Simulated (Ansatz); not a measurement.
# GaN: band structure with PBEsol0

**Experimental background.**

From “Studying electronic properties in GaN without electrical contacts using γ-γ vs e−-γ Perturbed Angular Correlations”, 2019, pmc:6823545, for a bulk crystal of GaN: band gap 3.503 ± 0.005 eV (direct).

Crystal: GaN.

```xyz
4
Lattice="3.1800 0.0000 0.0000 -1.5900 2.7540 0.0000 0.0000 0.0000 5.1660" Properties=species:S:1:pos:R:3 pbc="T T T"
Ga    1.5900    0.9180    2.5830
Ga    0.0000    1.8360    0.0000
N     1.5900    0.9180    4.5203
N     0.0000    1.8360    1.9373
```

* Program: Ansatz 0.2.0
* Task: band structure
* Functional: PBEsol0
* Potentials or basis: Ansatz PAW
* Cutoff: 420 eV (not typed: the program's choice for these potentials)
* k mesh: 6 × 6 × 3
* Occupations: fermi-dirac, width 0.05 eV
* Spin: no spin polarisation
* Path: [["G", "M", "K", "G", "A", "L", "H", "A"], ["L", "M"], ["K", "H"]]
* Points for each segment of the path: 4

```
Pressure                : -3.6 GPa
Largest force           : 0.152 eV/Å
Band gap on the k mesh  : 3.88 eV, direct
Band gap along the path : 3.88 eV, direct
```

Forces on the atoms (eV/Å):
```
Ga   0.000  0.000 -0.152
Ga   0.000  0.000 -0.152
N    0.000  0.000  0.152
N    0.000  0.000  0.152
```

Stress tensor (GPa, compression positive):
```
-4.13  0.00  0.00
 0.00 -4.13  0.00
 0.00  0.00 -2.46
```

Levels at the corners of the path, in eV from the valence-band top:
```tsv
point	band 15	band 16	band 17	band 18	band 19	band 20	band 21	band 22
Γ	-1.17	-0.06	0.00	0.00	3.88	6.38	11.69	12.16
M	-4.66	-3.04	-2.47	-1.09	6.98	7.68	8.12	11.24
K	-5.77	-3.33	-3.33	-3.00	6.89	10.40	10.40	10.63
Γ	-1.17	-0.06	0.00	0.00	3.88	6.38	11.69	12.16
A	-0.60	-0.60	-0.60	-0.60	6.37	6.37	10.81	10.81
L	-2.15	-2.15	-2.10	-2.10	6.32	6.32	10.07	10.07
H	-4.64	-4.64	-1.63	-1.63	8.62	8.62	9.37	9.37
A	-0.60	-0.60	-0.60	-0.60	6.37	6.37	10.81	10.81
L	-2.15	-2.15	-2.10	-2.10	6.32	6.32	10.07	10.07
M	-4.66	-3.04	-2.47	-1.09	6.98	7.68	8.12	11.24
K	-5.77	-3.33	-3.33	-3.00	6.89	10.40	10.40	10.63
H	-4.64	-4.64	-1.63	-1.63	8.62	8.62	9.37	9.37
```

Wall time 3.3 min on 2 threads of Arm Neoverse V2 (shared host), peak memory 0.96 GiB.

A measured gap of GaN is 3.503 eV (direct; quoted in “Studying electronic properties in GaN without electrical contacts using γ-γ vs e−-γ Perturbed Angular Correlations”, 2019, pmc:6823545); the calculated 3.88 eV misses it by +0.37 eV. Spin-orbit coupling on Ga is left out. The value is that of PBEsol0, without temperature or zero-point motion.

Caveat: the pressure holds a Pulay correction of +0.5 GPa for the finite cutoff; the PAW data sets come from PBE, with cores solved anew for the run's functional, which leaves a small shift of forces and pressure; the thresholds are loose for stress.
